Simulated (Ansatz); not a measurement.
**Bands of Ti**

```
CELL_PARAMETERS angstrom
-1.62582 1.62582 1.62582
1.62582 -1.62582 1.62582
1.62582 1.62582 -1.62582
ATOMIC_POSITIONS crystal
Ti 0.00000 0.00000 0.00000
```

The cell is the one relaxed in the Materials Project (mp-73), not relaxed further here; entries there can be hypothetical.

Method: Ansatz 0.2.0, DFT, PBE, all-electron LAPW, Dirac equation with spin-orbit coupling.

The runs use a Γ-centred 18×18×18 k mesh, Fermi–Dirac smearing of 0.05 eV, basis error target 1 meV/atom, no spin polarisation.

Points in fractions of the reciprocal vectors of this cell: Γ (0, 0, 0), H (0.5, -0.5, 0.5), N (0, 0, 0.5), P (0.25, 0.25, 0.25). The path joins them by straight lines in the order Γ–H–N–Γ–P–H–P–N; legs that retrace an earlier one aren't tabulated. Energies are in eV from the Fermi level.

Q: List the levels at P between -20 and 2.5 eV.

A: -0.63 (×2), -0.61 (×4).

Q: List the levels at N between -20 and 2.5 eV.

A: -2.47 (×2), -0.41 (×2), 1.16 (×2).

Q: List the levels at Γ between -20 and 2.5 eV.

A: -5.95 (×2), 0.99 (×4), 1.02 (×2).

Q: What is the band gap?

A: none: bands cross the Fermi level, a metal.
